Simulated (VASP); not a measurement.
VASP 6.6.1 run: CaO

INCAR

```
ENCUT = 520
ISMEAR = -1
NSW = 0
NBANDS = 15
LWAVE = .FALSE.
LASPH = .TRUE.
PREC = Single
IBRION = -1
NELM = 120
ISIF = 2
SIGMA = 0.02
LREAL = .FALSE.
EDIFF = 1E-7
LCHARG = .FALSE.
METAGGA = MS2
```

KPOINTS

```
KPOINTS created by Atomic Simulation Environment
0
Gamma
8 8 8
0 0 0
```

POSCAR

```
Ca O
 1.0000000000000000
     0.0000000000000000    2.5840531753999998    2.6067317416000000
     2.5840531753999998    0.0000000000000000    2.6067317416000000
     2.5840531753999998    2.5840531753999998    0.0000000000000000
 Ca  O
   1   1
Cartesian
  0.0000000000000000  0.0000000000000000  0.0000000000000000
  1.2920265876999999  1.2920265876999999  1.3033658708000000
```

The recommended PBE PAW datasets give the neutral cell 16 valence electrons.

Command

```
mpirun -np 1 vasp_std
```

OSZICAR

```
N       E                     dE             d eps       ncg     rms          rms(c)
DAV:   1     0.107303596134E+03    0.10730E+03   -0.75934E+03  1770   0.996E+02
DAV:   2    -0.256965625647E+02   -0.13300E+03   -0.12379E+03  2253   0.275E+02
DAV:   3    -0.315391454848E+02   -0.58426E+01   -0.57555E+01  2391   0.597E+01
DAV:   4    -0.317069909034E+02   -0.16785E+00   -0.16768E+00  1979   0.966E+00
DAV:   5    -0.317108051820E+02   -0.38143E-02   -0.38141E-02  2163   0.123E+00    0.758E+00
DAV:   6    -0.196983373786E+02    0.12012E+02   -0.12385E+01  2330   0.339E+01    0.306E+00
DAV:   7    -0.199295582415E+02   -0.23122E+00   -0.13641E+00  1910   0.113E+01    0.262E+00
DAV:   8    -0.200117601867E+02   -0.82202E-01   -0.30668E-01  2726   0.499E+00    0.134E+00
DAV:   9    -0.199959820609E+02    0.15778E-01   -0.15116E-01  2164   0.334E+00    0.282E-01
DAV:  10    -0.199904845845E+02    0.54975E-02   -0.11035E-02  1875   0.115E+00    0.138E-01
DAV:  11    -0.199923009075E+02   -0.18163E-02   -0.36529E-03  2864   0.550E-01    0.112E-01
DAV:  12    -0.199922164775E+02    0.84430E-04   -0.69703E-04  1882   0.235E-01    0.226E-02
DAV:  13    -0.199922345771E+02   -0.18100E-04   -0.65198E-05  2555   0.777E-02    0.950E-03
DAV:  14    -0.199922401178E+02   -0.55407E-05   -0.14526E-05  2041   0.341E-02    0.657E-03
DAV:  15    -0.199922375621E+02    0.25557E-05   -0.20972E-06  2178   0.121E-02    0.230E-03
DAV:  16    -0.199922369950E+02    0.56713E-06   -0.57023E-07  2002   0.595E-03    0.445E-04
DAV:  17    -0.199922374861E+02   -0.49109E-06   -0.12979E-08  1032   0.114E-03    0.249E-04
DAV:  18    -0.199922375545E+02   -0.68418E-07   -0.11805E-08   955   0.933E-04
   1 F= -.19992238E+02 E0= -.19992238E+02  d E =-.413957E-13
```

From OUTCAR

```
k-points           NKPTS =     59   k-points in BZ     NKDIM =     59   number of bands    NBANDS=     15

   NELECT =      16.0000    total number of electrons

   dimension x,y,z NGX =    28 NGY =   28 NGZ =   28
   dimension x,y,z NGXF=    28 NGYF=   28 NGZF=   28

  energy-cutoff  :      520.00
  volume of cell :       34.81
      direct lattice vectors                 reciprocal lattice vectors
     0.000000000  2.584053175  2.606731742    -0.193494470  0.193494470  0.191811068
     2.584053175  0.000000000  2.606731742     0.193494470 -0.193494470  0.191811068
     2.584053175  2.584053175  0.000000000     0.193494470  0.193494470 -0.191811068

 k-points in reciprocal lattice and weights: KPOINTS created by Atomic Simulation Env
   0.00000000  0.00000000  0.00000000       0.002
   0.12500000  0.00000000  0.00000000       0.016
   0.25000000  0.00000000  0.00000000       0.016
   0.37500000  0.00000000  0.00000000       0.016
   0.50000000  0.00000000  0.00000000       0.008
   0.12500000  0.12500000  0.00000000       0.004
   0.25000000  0.12500000  0.00000000       0.016
   0.37500000  0.12500000  0.00000000       0.016
   ...

 E-fermi :   0.9773

 k-point     1 :       0.0000    0.0000    0.0000
  band No.  band energies     occupation
      1     -38.4696      2.00000
      2     -18.1845      2.00000
      3     -18.1842      2.00000
      4     -18.1816      2.00000
      5     -15.6754      2.00000
      6      -0.2123      2.00000
      7      -0.2046      2.00000
      8      -0.2044      2.00000
      9       3.8397      0.00000
     10       9.0945      0.00000
     11       9.1672      0.00000
     12      10.6584      0.00000
     13      10.7431      0.00000
     14      10.7433      0.00000
     15      17.4389      0.00000

 k-point     2 :       0.1250    0.0000    0.0000
  band No.  band energies     occupation
      1     -38.4630      2.00000
      2     -18.3395      2.00000
      3     -18.1923      2.00000
      4     -18.1909      2.00000
      5     -15.5236      2.00000
      6      -0.3855      2.00000
      7      -0.1671      2.00000
      8      -0.1603      2.00000
      9       4.4013      0.00000
     10       8.8839      0.00000
     11       8.9474      0.00000
     12      10.4558      0.00000
     13      10.8963      0.00000
     14      10.9420      0.00000
     15      15.7187      0.00000

 k-point     3 :       0.2500    0.0000    0.0000
  band No.  band energies     occupation
      1     -38.4470      2.00000
      2     -18.6567      2.00000
      3     -18.2113      2.00000
      4     -18.2110      2.00000
      5     -15.2230      2.00000
      6      -0.6060      2.00000
      7      -0.0719      2.00000
      8      -0.0601      2.00000
      9       5.5570      0.00000
     10       8.6783      0.00000
     11       8.7232      0.00000
     12       9.9371      0.00000
     13      11.0358      0.00000
     14      11.0585      0.00000
     15      13.7975      0.00000

 ...

  Total        0.7281091      0.7281091      0.7080062      0.0000000      0.0000000      0.0000000
  in kB       33.5102602     33.5102602     32.5850538      0.0000000      0.0000000      0.0000000
  external PRESSURE =      33.2018581 kB  Pullay stress =       0.0000000 kB

 POSITION                                       TOTAL-FORCE (eV/Angst)
 -----------------------------------------------------------------------------------
      0.00000      0.00000      0.00000         0.000000      0.000000      0.000000
      1.29203      1.29203      1.30337        -0.000000     -0.000000     -0.000000
 -----------------------------------------------------------------------------------
    total drift:                               -0.000009     -0.000009     -0.000011

  FREE ENERGIE OF THE ION-ELECTRON SYSTEM (eV)
  ---------------------------------------------------
  free  energy   TOTEN  =       -19.9922375545 eV

  energy  without entropy=      -19.9922375545  energy(sigma->0) =      -19.99223755
```

It converged. Results: gap between bands v and c on the k mesh 3.42 eV; least direct gap on the k mesh 4.04 eV; pressure 3.3 GPa. Band v is the last that the valence electrons fill when counted band by band, and c is the next.

For comparison, a separate PBE run of the intended cell, on usual settings and not on those above, gives a gap of 3.38 eV on its mesh and a pressure of 3.3 GPa.

The run above took about 63 s on one core of a shared host (Intel Xeon 6975P-C) and held 0.14 GiB at most.
